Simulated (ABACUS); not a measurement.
# Ge (I4_1/amd) in ABACUS: settings compared, part 2 of 2

ABACUS 3.10.1. Earlier steps stand in the parts before.

**3. Band structure, BLYP**

INPUT reads:

```
INPUT_PARAMETERS
suffix              Ge
calculation         nscf
basis_type          lcao
pseudo_dir          ./
orbital_dir         ./
symmetry            -1
dft_functional      GGA_X_B88+GGA_C_LYP
ecutwfc             100.0
pseudo_rcut         10
nspin               1
nbands              24
ks_solver           scalapack_gvx
smearing_method     fd
smearing_sigma      0.00367493
scf_thr             1e-07
scf_nmax            100
mixing_type         broyden
mixing_beta         0.7
init_chg            file
out_band            1
```

STRU reads:

```
ATOMIC_SPECIES
Ge 72.6300 Ge.upf

NUMERICAL_ORBITAL
Ge_confined-atom_7au_2s2p2d.orb

LATTICE_CONSTANT
1.8897261246

LATTICE_VECTORS
-2.5744897190 2.5744897190 1.3974126432
2.5744897190 -2.5744897190 1.3974126432
2.5744897190 2.5744897190 -1.3974126432

ATOMIC_POSITIONS
Direct

Ge
0.0
2
0.5000000000 0.5000000000 0.0000000000 1 1 1
0.2500000000 0.7500000000 0.5000000000 1 1 1
```

KPT reads:

```
K_POINTS
11
Line
0.00000000 0.00000000 0.00000000 10 // G
0.00000000 0.00000000 0.50000000 10 // X
-0.50000000 0.50000000 0.50000000 10 // M
0.00000000 0.00000000 0.00000000 10 // G
0.32365581 0.32365581 -0.32365581 10 // Z
0.25000000 0.25000000 0.25000000 10 // P
0.00000000 0.50000000 0.00000000 10 // N
-0.32365581 0.67634419 0.32365581 10 // Z1
-0.50000000 0.50000000 0.50000000 1 // M
0.00000000 0.00000000 0.50000000 10 // X
0.25000000 0.25000000 0.25000000 1 // P
```

Potentials or basis: PseudoDojo NC SR 0.5 PBE standard, DZP LCAO (the cutoffs set its grid).

Command:

```console
$ OMP_NUM_THREADS=1 mpirun -np 4 abacus > log
```

Wall time 0.77 s (4 MPI ranks of AMD EPYC 9R45 (Zen 5), shared host); peak memory 0.36 GiB.

Levels at the corners of the path, in eV from the Fermi level:
```csv
point,band 11,band 12,band 13,band 14,band 15,band 16,band 17,band 18
Γ,-13.34,-4.39,-2.37,-2.37,3.74,7.60,7.60,7.97
X,-10.67,-10.67,0.56,0.56,1.95,1.95,7.59,7.59
M,-9.08,-9.08,-5.81,-5.81,6.19,6.19,10.76,10.76
Γ,-13.34,-4.39,-2.37,-2.37,3.74,7.60,7.60,7.97
Z,-7.68,-6.65,-3.73,-3.53,-3.53,3.55,6.70,6.70
P,-7.10,-7.10,-4.28,-4.28,4.15,4.15,4.84,4.84
N,-8.25,-6.45,-2.79,-2.04,-1.38,2.76,3.54,5.43
Z1,-7.68,-6.65,-3.73,-3.53,-3.53,3.55,6.70,6.70
M,-9.08,-9.08,-5.81,-5.81,6.19,6.19,10.76,10.76
X,-10.67,-10.67,0.56,0.56,1.95,1.95,7.59,7.59
P,-7.10,-7.10,-4.28,-4.28,4.15,4.15,4.84,4.84
```

Caveat: the atomic orbitals were generated for these runs and aren't a published set; the density is read from an earlier self-consistent run, whose mesh may be coarse; the potentials were made for another functional, which shifts forces and pressure; the basis of atomic orbitals isn't converged, which shifts pressures, moduli and gaps.

**4. Equation of state, BLYP, 17.41 Å³/atom (volume scaled by 0.94)**

run_abacus.py reads:

```python
"""ABACUS run from a structure file: ASE reads it, the script writes STRU, KPT and INPUT."""
import re
import subprocess
from ase.io import read
from ase.units import Bohr

atoms = read("Ge.xyz")
atoms = atoms[(-atoms.numbers).argsort(kind="stable")]  # ABACUS lists atoms element by element
pseudo = {'Ge': 'Ge.upf'}
orbital = {'Ge': 'Ge_confined-atom_7au_2s2p2d.orb'}
magmoms = None
kmesh = [10, 10, 10]
params = {
    'suffix': 'Ge',
    'calculation': 'scf',
    'basis_type': 'lcao',
    'pseudo_dir': './',
    'orbital_dir': './',
    'symmetry': 1,
    'dft_functional': 'GGA_X_B88+GGA_C_LYP',
    'ecutwfc': 100,
    'pseudo_rcut': 10,
    'nspin': 1,
    'nbands': 18,
    'ks_solver': 'genelpa',
    'smearing_method': 'fd',
    'smearing_sigma': 0.00367493,
    'scf_thr': 1e-07,
    'scf_nmax': 100,
    'mixing_type': 'broyden',
    'mixing_beta': 0.7,
    'cal_force': 1,
    'cal_stress': 1,
    'out_mul': 1,
}

symbols = atoms.get_chemical_symbols()
elements = list(dict.fromkeys(symbols))
lines = ["ATOMIC_SPECIES"] + [f"{e} {atoms.get_masses()[symbols.index(e)]:.4f} {pseudo[e]}" for e in elements]
if orbital:
    lines += ["", "NUMERICAL_ORBITAL"] + [orbital[e] for e in elements]
lines += ["", "LATTICE_CONSTANT", f"{1 / Bohr:.10f}", "", "LATTICE_VECTORS"]
lines += [" ".join(f"{x:.10f}" for x in v) for v in atoms.cell]
lines += ["", "ATOMIC_POSITIONS", "Direct"]
for e in elements:
    lines += ["", e, "0.0", str(symbols.count(e))]
    for i, p in enumerate(atoms.get_scaled_positions(wrap=False)):
        if symbols[i] == e:
            mag = "" if magmoms is None else " mag " + " ".join(str(x) for x in (magmoms[i] if isinstance(magmoms[i], list) else [magmoms[i]]))
            lines.append(" ".join(f"{x:.10f}" for x in p) + " 1 1 1" + mag)
open("STRU", "w").write("\n".join(lines) + "\n")
open("KPT", "w").write("K_POINTS\n0\nGamma\n%d %d %d 0 0 0\n" % tuple(kmesh))
open("INPUT", "w").write("INPUT_PARAMETERS\n" + "".join(f"{k:<20s}{v}\n" for k, v in params.items()))

done = subprocess.run(['mpirun', '-np', '4', 'abacus'])
if done.returncode:
    raise SystemExit(done.returncode)
log = open("OUT.Ge/running_scf.log").read()
print("final energy (eV):", re.findall(r"FINAL_ETOT_IS (\S+)", log))
```

Ge.xyz reads:

```xyz
2
Lattice="-2.5219343658 2.5219343658 1.3688860134 2.5219343658 -2.5219343658 1.3688860134 2.5219343658 2.5219343658 -1.3688860134" Properties=species:S:1:pos:R:3 pbc="T T T"
Ge     0.0000000000      0.0000000000      1.3688860134
Ge     2.5219343658      0.0000000000      0.6844430067
```

Command:

```console
$ OMP_NUM_THREADS=1 python run_abacus.py > log
```

Run time: 2.9 s. Hardware: 4 MPI ranks of AMD EPYC 9R45 (Zen 5), shared host; peak memory 0.36 GiB.

Results (log left out):

| Property | Result |
| --- | --- |
| Free energy | -4852.0883 eV |
| Pressure | 17.1 GPa |
| Band gap on the k mesh | none (metal or under the smearing width) |

Caveat: the atomic orbitals were generated for these runs and aren't a published set; the potentials were made for another functional, which shifts forces and pressure; the basis of atomic orbitals isn't converged, which shifts pressures, moduli and gaps.

**5. Equation of state, BLYP, 18.15 Å³/atom (volume scaled by 0.98)**

run_abacus.py is that of step 4.

Ge.xyz reads:

```xyz
2
Lattice="-2.5572107439 2.5572107439 1.3880337523 2.5572107439 -2.5572107439 1.3880337523 2.5572107439 2.5572107439 -1.3880337523" Properties=species:S:1:pos:R:3 pbc="T T T"
Ge     0.0000000000      0.0000000000      1.3880337523
Ge     2.5572107439      0.0000000000      0.6940168762
```

Command:

```console
$ OMP_NUM_THREADS=1 python run_abacus.py > log
```

It took 2.9 s on 4 MPI ranks of AMD EPYC 9R45 (Zen 5), shared host; peak memory 0.36 GiB.

Results (log left out):

- Free energy: -4852.2240 eV
- Pressure: 12.4 GPa
- Band gap on the k mesh: none (metal or under the smearing width)

Caveat: the atomic orbitals were generated for these runs and aren't a published set; the potentials were made for another functional, which shifts forces and pressure; the basis of atomic orbitals isn't converged, which shifts pressures, moduli and gaps.

**6. Equation of state, BLYP, 18.89 Å³/atom (volume scaled by 1.02)**

run_abacus.py is that of step 5.

Ge.xyz reads:

```xyz
2
Lattice="-2.5915398167 2.5915398167 1.4066673013 2.5915398167 -2.5915398167 1.4066673013 2.5915398167 2.5915398167 -1.4066673013" Properties=species:S:1:pos:R:3 pbc="T T T"
Ge     0.0000000000      0.0000000000      1.4066673013
Ge     2.5915398167      0.0000000000      0.7033336506
```

Potentials or basis: PseudoDojo NC SR 0.5 PBE standard, DZP LCAO (the cutoffs set its grid).

Command:

```console
$ OMP_NUM_THREADS=1 python run_abacus.py > log
```

It took 3.1 s on 4 MPI ranks of AMD EPYC 9R45 (Zen 5), shared host; peak memory 0.36 GiB.

Results (log left out):

| Property | Result |
| --- | --- |
| Free energy | -4852.3208 eV |
| Pressure | 8.6 GPa |
| Band gap on the k mesh | none (metal or under the smearing width) |

Caveat: the atomic orbitals were generated for these runs and aren't a published set; the potentials were made for another functional, which shifts forces and pressure; the basis of atomic orbitals isn't converged, which shifts pressures, moduli and gaps.

**7. Equation of state, BLYP, 19.64 Å³/atom (volume scaled by 1.06)**

run_abacus.py is that of step 6.

Ge.xyz reads:

```xyz
2
Lattice="-2.6249827287 2.6249827287 1.4248198492 2.6249827287 -2.6249827287 1.4248198492 2.6249827287 2.6249827287 -1.4248198492" Properties=species:S:1:pos:R:3 pbc="T T T"
Ge     0.0000000000      0.0000000000      1.4248198492
Ge     2.6249827287      0.0000000000      0.7124099246
```

Command:

```console
$ OMP_NUM_THREADS=1 python run_abacus.py > log
```

Run time: 3 s. Hardware: 4 MPI ranks of AMD EPYC 9R45 (Zen 5), shared host; peak memory 0.36 GiB.

Results (log left out):

* Free energy: -4852.3860 eV
* Pressure: 5.5 GPa
* Band gap on the k mesh: none (metal or under the smearing width)

Caveat: the atomic orbitals were generated for these runs and aren't a published set; the potentials were made for another functional, which shifts forces and pressure; the basis of atomic orbitals isn't converged, which shifts pressures, moduli and gaps.

**8. Equation of state, BLYP**

No new run: the results of the series are fitted here.

What came out:

- Equilibrium volume: 21.49 Å³/atom (rough: see the caveat)
- Bulk modulus at fixed shape and positions: 50 GPa (rough)

Energy against volume, from the lowest point:
```csv
volume (Å³/atom),energy (meV/atom)
17.413,148.83
18.154,81.01
18.895,32.58
19.636,0.00
```

Caveat: the atomic orbitals were generated for these runs and aren't a published set; the minimum lies outside the volumes run; the cell was scaled at fixed shape and fractional positions, which overstates the stiffness of a crystal with free parameters, most of all of layers and chains; the potentials were made for another functional, which shifts forces and pressure; the basis of atomic orbitals isn't converged, which shifts pressures, moduli and gaps.

**9. The reference run**

An earlier run on the cell as given: functional PBE; potentials or basis PseudoDojo NC SR 0.4.1 PBE standard; cutoff 1075 eV; density cutoff 4299 eV; basis plane waves; k mesh 11 × 11 × 11; occupations fermi-dirac, width 0.05 eV; no spin polarisation.

- Pressure: 3.3 GPa
- Band gap on the k mesh: none (metal or under the smearing width)
